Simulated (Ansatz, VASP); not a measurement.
Cs in VASP and in Ansatz

```
Cs
1.0
     0.00000    3.94834    4.06679
     3.94834    0.00000    4.06679
     3.94834    3.94834    0.00000
Cs
1
Direct
  0.00000 0.00000 0.00000
```

Change from the starting cell: strain +0.000 along x and y, +0.030 along z, atoms carried along.

Alike in both runs: task single point; functional LDA; k mesh 10 × 10 × 10; occupations gaussian, width 0.15 eV; no spin polarisation.

|  | VASP | Ansatz |
| --- | --- | --- |
| version | VASP 6.6.1 | Ansatz 0.2.0 |
| potentials or method | VASP PAW LDA potentials, release 64 (Cs_sv) | scalar-relativistic, plane waves, PAW |
| plane-wave cutoff (eV) | 520 | 420 |
| valence electrons in the cell | 9 | 9 |

|  | VASP | Ansatz | Ansatz less VASP |
| --- | --- | --- | --- |
| gap on the k mesh at the Fermi level (eV) | none | none | - |
| pressure (GPa) | -0.4 | -0.4 | +0.01 |

A gap of «none» marks a metal or a gap that the smearing closes.

The runs have no spin-orbit coupling, so splittings on Cs are missing.
